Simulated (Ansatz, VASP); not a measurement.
**GaP in two plane-wave programs**

Wanted: the spread between two codes on one cell, functional and k mesh. The cell is taken from a series of runs on this material, whose earlier steps may have relaxed, scaled, displaced or heated it; both programs get it as it stands.

Program: Ansatz 0.2.0. Level of theory: plane waves, with VASP 6.6.1 beside it; relaxation of cell and atoms at PBEsol. Results are calculated unless marked as measured.

## (1) The structure

Symmetry: F-43m, No. 216, cubic system. Conventional cell: a = 5.450 Å, b = 5.450 Å, c = 5.450 Å, α = 90.00°, β = 90.00°, γ = 90.00°. Nearest to Ga lie 4 P at 2.36 Å. Nearest to P lie 4 Ga at 2.36 Å. Farther neighbours are not listed.

## (2) Ansatz: relaxation of cell and atoms, PBEsol

Ansatz runs on its PAW soft_1 files.

The relaxed volume is the usual yardstick between codes: in a stiff, nearly cubic crystal its relative difference is about their pressure difference at one cell divided by the bulk modulus.

Contents of input.yaml:

```yaml
crystal:
  lattice:
    - [0.0, 5.45, 5.45]
    - [5.45, 0.0, 5.45]
    - [5.45, 5.45, 0.0]
  atoms:
    - { symbol: Ga, position: [0.0, 0.0, 0.0] }
    - { symbol: Ga, position: [0.0, 0.0, 0.5] }
    - { symbol: Ga, position: [0.0, 0.5, 1.0] }
    - { symbol: Ga, position: [0.0, 0.5, 0.5] }
    - { symbol: Ga, position: [0.5, 0.0, 1.0] }
    - { symbol: Ga, position: [0.5, 0.0, 0.5] }
    - { symbol: Ga, position: [0.5, 0.5, 1.0] }
    - { symbol: Ga, position: [0.5, 0.5, 0.5] }
    - { symbol: P, position: [0.375, 0.375, 0.375] }
    - { symbol: P, position: [0.375, 0.375, 0.875] }
    - { symbol: P, position: [0.375, 0.875, 0.375] }
    - { symbol: P, position: [0.375, 0.875, 0.875] }
    - { symbol: P, position: [0.875, 0.375, 0.375] }
    - { symbol: P, position: [0.875, 0.375, 0.875] }
    - { symbol: P, position: [0.875, 0.875, 0.375] }
    - { symbol: P, position: [0.875, 0.875, 0.875] }
kpoints:
  mp_grid: { grid: [4, 4, 4] }
scf:
  occupations: { method: fermi_dirac, width: 0.02 }
hamiltonian:
  xc: pbesol
  pseudopotentials: { kind: paw, azcp: { folder: soft_1 }, xc_functional: pbe }
basis:
  ecutwfc: 600
output:
  forces: true
  stress: true
relax:
  f_tol: 0.005
  max_steps: 70
  cell: { stress_tol: 0.02, p_target: 0 }
```

Launch:

```console
$ ansatz run input.yaml --threads 4 --pin off --max-ram 10240MiB --backend cpu --events-out ev --progress --plain --runs-dir out
```

Numbers of over 12 decimals in the logs are rounded to 6 here.

Log:

```text
Engine: ansatz 0.2.0, aarch64-unknown-linux-gnu
Pseudopotentials: kind: paw
Pseudopotential: Ga, paw, valence charge 13, recommended cutoff 420 eV (normal), soft_1/Ga.paw.azcp
Pseudopotential: P, paw, valence charge 5, recommended cutoff 420 eV (normal), soft_1/P.paw.azcp
Functional definition: PBEsol
  exchange = pbesol_x
  correlation = pbesol_c
Crystal: 16 atoms, lattice volume = 323.757 Å³
Basis set: ecut = 600 eV, 10849 PW (Γ), exchange–correlation on 128×128×128 points (8 copies of the dense FFT grid, shifted against one another)
Bands: 88, of which v1, the nominal top of the filled ones, is band 72 counted from 1 (71 counted from 0)
Symmetry: 192 space group operations
Space group: F-43m (ITA 216), of the structure as read, at distance tolerance 6.9e-5 Å
k-points: 8 of 64 (time reversal used)
Non-local potential: Ga, projectors of the file, l = 0: 2, l = 1: 2, l = 2: 3, l = 3: 1
Non-local potential: P, projectors of the file, l = 0: 2, l = 1: 2, l = 2: 1
PAW form: soft (Blöchl's): semilocal exchange-correlation on the pseudo side does not see the compensation charge
PAW frozen core: Ga, regenerated for the run's functional, and the local potential with it (the file was generated under x = pbe(κ = 0.804, μ = 0.219515), c = pbe(β = 0.066725))
PAW frozen core: P, regenerated for the run's functional, and the local potential with it (the file was generated under x = pbe(κ = 0.804, μ = 0.219515), c = pbe(β = 0.066725))
PAW one-centre angular grid: Ga, 590 points (default); XC on 64 Gauss nodes
PAW one-centre angular grid: P, 110 points (default); XC on 64 Gauss nodes
Initial density: superposition of atomic densities (chi_scale 0.1, normalization cell, long waves kept (reshape's long-wave potential 0.00 eV rms))
Initial wavefunctions: pseudopotential atomic-orbital guess
Functional: x = pbesol(κ = 0.804, μ = 0.123457), c = pbesol(β = 0.046)
SCF iter   1: F=—  HF=-35873.730650 eV  |F-HF|=—  |Δ(HF+E_count)|=         —  Δρ=4.51e-2  dr2=5.03e0  ethr=3.10e-3  ⟨swp⟩=8.0  Hψ=3000  notcnv=0  defer=3
preconditioner: auto → Resta (q_TF=auto, 2.384 Å⁻¹)  ε∞=4.3  [insulator: Δε(μ)=1.856 eV  Ē_g=13.708 eV  σ=0.020 eV  W_gap=1.00  n_scr=64 (ndim 8)  ℏωp=24.8 eV  f_vac=0.000  D(μ)=0.00/eV (n_scr^D=0)  ε∞_Penn≈4.3]
SCF iter   2: F=—  HF=-35872.767546 eV  |F-HF|=—  |Δ(HF+E_count)|=   9.63e-1  Δρ=2.56e-2  dr2=1.47e0  ethr=3.10e-3  ⟨swp⟩=2.2  Hψ=972  notcnv=0  defer=71
SCF iter   3: F=—  HF=-35872.549494 eV  |F-HF|=—  |Δ(HF+E_count)|=   2.18e-1  Δρ=5.10e-3  dr2=8.57e-2  ethr=1.02e-3  ⟨swp⟩=2.2  Hψ=1254  notcnv=0  defer=71
SCF iter   4: F=—  HF=-35872.475540 eV  |F-HF|=—  |Δ(HF+E_count)|=   7.40e-2  Δρ=1.96e-3  dr2=1.87e-2  ethr=5.95e-5  ⟨swp⟩=3.0  Hψ=1322  notcnv=0  defer=71
SCF iter   5: F=—  HF=-35872.476167 eV  |F-HF|=—  |Δ(HF+E_count)|=   6.27e-4  Δρ=8.58e-4  dr2=2.43e-3  ethr=1.30e-5  ⟨swp⟩=2.0  Hψ=1263  notcnv=0  defer=71
SCF iter   6: F=—  HF=-35872.478456 eV  |F-HF|=—  |Δ(HF+E_count)|=   2.29e-3  Δρ=1.01e-4  dr2=3.50e-5  ethr=1.69e-6  ⟨swp⟩=3.0  Hψ=1262  notcnv=0  defer=71
SCF iter   7: F=—  HF=-35872.478510 eV  |F-HF|=—  |Δ(HF+E_count)|=   5.40e-5  Δρ=2.58e-5  dr2=1.00e-6  ethr=2.43e-8  ⟨swp⟩=3.0  Hψ=1529  notcnv=0  defer=71
SCF iter   8: F=-35872.478513 eV  HF=-35872.478513 eV  |F-HF|=5.01e-8  |Δ(HF+E_count)|=   3.36e-6  Δρ=3.25e-6  dr2=4.24e-8  ethr=6.94e-11  ⟨swp⟩=5.0  Hψ=2652  notcnv=0
SCF 1 converged in 8 iterations: F = -35872.478513 eV  dr2 = 4.24e-8
  greatest PAW one-centre occupation: 0.994 electrons in one spin orbital (limit 2), on the Ga atom at site 7 (counted from 0), in its partial waves of l = 2
relax step   1: F+E_penalty+E_count = -35872.47851332 eV  Δ(F+E_penalty+E_count) = +0.000e0 eV  max|allowed force component| = 1.331e-16 eV/Å  Δτ_max = 0.0000 Å  P = -0.511 GPa  Ω = 323.757 Å³  (8 SCF iters, dr2 threshold 1.00e-7 eV, accepted)
[...]
relax step   2: F+E_penalty+E_count = -35872.48148255 eV  Δ(F+E_penalty+E_count) = -2.969e-3 eV  max|allowed force component| = 6.667e-17 eV/Å  Δτ_max = 0.0000 Å  P = -0.130 GPa  Ω = 322.285 Å³  energy of the carried Pulay correction = +1.526e-5 eV  (4 SCF iters, dr2 threshold 6.53e-7 eV, accepted)
[...]
relax step   3: F+E_penalty+E_count = -35872.48168900 eV  Δ(F+E_penalty+E_count) = -2.065e-4 eV  max|allowed force component| = 6.033e-17 eV/Å  Δτ_max = 0.0000 Å  P = +0.001 GPa  Ω = 321.785 Å³  energy of the carried Pulay correction = +2.045e-5 eV  (4 SCF iters, dr2 threshold 4.23e-8 eV, accepted)
[...]
relax step   4: F+E_penalty+E_count = -35872.48167005 eV  Δ(F+E_penalty+E_count) = +1.896e-5 eV  max|allowed force component| = 6.823e-17 eV/Å  Δτ_max = 0.0000 Å  P = +0.001 GPa  Ω = 321.785 Å³  stress off target by 1.29e-3 GPa  SCF on the basis re-selected at this cell (its energy is not comparable with the rows above)  (6 SCF iters)
basis re-selected at this cell: Δ(F+E_penalty+E_count) = +1.896e-5 eV, ΔP = -0.000 GPa vs the last step (what re-selecting the basis moved, of the pressure what is left beyond the Pulay correction that the steps carried, after the strain that the cell walked since its last selection, with what the two solves' SCF thresholds leave and, on support functions, any second-order correction that the steps lacked; it is no m [...]
SCF converged after 6 iterations
Free energy (F): -35872.481670 eV
Harris-Foulkes:  -35872.481670 eV  (|F-HF|=1.46e-11)
Internal energy: -35872.481670 eV  (E = F + TS)
E sigma→0 (E₀):  -35872.481670 eV
Fermi energy:    7.804277 eV
--- Per-component energies (eV) ---
  E_band       = -475.100044
  E_kinetic    = 1445.991930
  E_local      = -13381.284400  (includes V_loc(G=0)·N_el)
  E_nonlocal   = -471.469396
  E_hartree    = 8099.333262
  E_xc         = -1081.286532
  E_vxc        = -938.835365  (∫ρ·V_xc dr)
  E_paw        = -19967.508504  (= ΣΔE_a)
  E_vpaw       = -3328.169281  (= ΣTr[D̂ρ^β])
  E_aug_tail   = -0.000118  (compensation charges beyond the density's cutoff)
  E_ewald      = -10523.530514
  E_core_change = 7.272602  (= ΣΔE_core)
  E_smearing   = -0.000000  (= −TS)
  E_closure    = -0.000000  (closes the sum)
  Σ components = -35872.481670   (vs F -35872.481670, Δ=0.00e0)
--- Forces (eV/Å), atoms counted from 1 ---
  atom   1  Ga    -0.00000000     0.00000000     0.00000000
  atom   2  Ga    -0.00000000     0.00000000     0.00000000
  atom   3  Ga    -0.00000000    -0.00000000     0.00000000
  atom   4  Ga    -0.00000000     0.00000000    -0.00000000
  atom   5  Ga    -0.00000000     0.00000000     0.00000000
  atom   6  Ga    -0.00000000     0.00000000     0.00000000
  atom   7  Ga    -0.00000000     0.00000000    -0.00000000
  atom   8  Ga    -0.00000000     0.00000000     0.00000000
  atom   9  P     -0.00000000    -0.00000000    -0.00000000
  atom  10  P     -0.00000000    -0.00000000    -0.00000000
  atom  11  P     -0.00000000    -0.00000000    -0.00000000
  atom  12  P     -0.00000000    -0.00000000    -0.00000000
  atom  13  P     -0.00000000    -0.00000000    -0.00000000
  atom  14  P     -0.00000000    -0.00000000    -0.00000000
  atom  15  P     -0.00000000    -0.00000000    -0.00000000
  atom  16  P      0.00000000    -0.00000000    -0.00000000
  max |Σ_I F_I| component: 7.91e-16 eV/Å
--- Stress (GPa, compression-positive) ---
        0.001294       0.000000      -0.000000
       -0.000000       0.001294      -0.000000
       -0.000000       0.000000       0.001294
  P = ⅓ Tr σ = 0.0013 GPa (0.013 kbar)
--- Relaxed structure (3 steps of the walk, 3 accepted, 1 SCFs on fresh bases) ---
  F+E_penalty+E_count = -35872.48167005 eV   max|allowed force component| = 6.823e-17 eV/Å   (the final SCF, on the basis selected at the relaxed cell)
  cell:  # Å, volume = 321.7855 Å³
    - [0, 5.438913, 5.438913]
    - [5.438913, 0, 5.438913]
    - [5.438913, 5.438913, 0]
  atoms:
    - { symbol: Ga, position: [0, 0, 0] }
    - { symbol: Ga, position: [0, 0, 0.5] }
    - { symbol: Ga, position: [1.1102230246251565e-16, 0.500000, 1.0] }
    - { symbol: Ga, position: [0.0, 0.5, 0.5] }
    - { symbol: Ga, position: [0.500000, 1.1102230246251565e-16, 1.0] }
    - { symbol: Ga, position: [0.5, 0.0, 0.5] }
    - { symbol: Ga, position: [0.5, 0.5, 1.000000] }
    - { symbol: Ga, position: [0.5, 0.5, 0.5] }
    - { symbol: P, position: [0.375000, 0.375000, 0.375000] }
    - { symbol: P, position: [0.375000, 0.375000, 0.875] }
    - { symbol: P, position: [0.375000, 0.875, 0.375] }
    - { symbol: P, position: [0.375000, 0.875000, 0.875] }
    - { symbol: P, position: [0.875, 0.375000, 0.375] }
    - { symbol: P, position: [0.875000, 0.375000, 0.875] }
    - { symbol: P, position: [0.875000, 0.875000, 0.375000] }
    - { symbol: P, position: [0.875000, 0.875000, 0.875000] }
```

The column dr2 measures how far the density is from self-consistency, as an energy; F and HF (Harris–Foulkes) agree once it is small.

(Part 1 of 2 ends here.)

[Lines on the potential files, build, host, timing and source positions are cut from VASP's logs without a mark.]

[Logs are printed without paths, hosts, clocks, repeated set-up lines and the standing remarks that a program may print on its own settings, such as how far it seeks lower states.]

[Hosts, paths, dates, database ids (printed as entryN), source tags and the programs' standing remarks are cut or masked in the printed files.]
